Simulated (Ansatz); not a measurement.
**SrCl2 in Ansatz: the effect of functional**

SrCl2:

```xyz
3
Lattice="0.0000 3.4884 3.4884 3.4884 0.0000 3.4884 3.4884 3.4884 0.0000" Properties=species:S:1:pos:R:3 pbc="T T T"
Sr    0.0000    0.0000    0.0000
Cl    5.2325    5.2325    5.2325
Cl    1.7442    1.7442    1.7442
```

Alike in all runs:

| Item | Value |
| --- | --- |
| Program | Ansatz 0.2.0 |
| Task | band structure |
| Potentials or basis | Ansatz PAW |
| Cutoff | 420 eV (not typed: the program's choice for these potentials) |
| k mesh | 7 × 7 × 7 |
| Occupations | fermi-dirac, width 0.05 eV |
| Spin | no spin polarisation |

```tsv
functional	gap on the mesh (eV)	pressure (GPa)
LDA	?	?
PBE	5.38	1.0
PBEsol	5.18	-1.1
```

**Question.** What does the run with functional LDA give?

**Answer.** gap on the mesh 4.92 eV; pressure -2.8 GPa.

Caveats: the PAW data sets come from PBE, with cores solved anew for the run's functional, which leaves a small shift of forces and pressure (some runs).

A k mesh can miss the band edges.
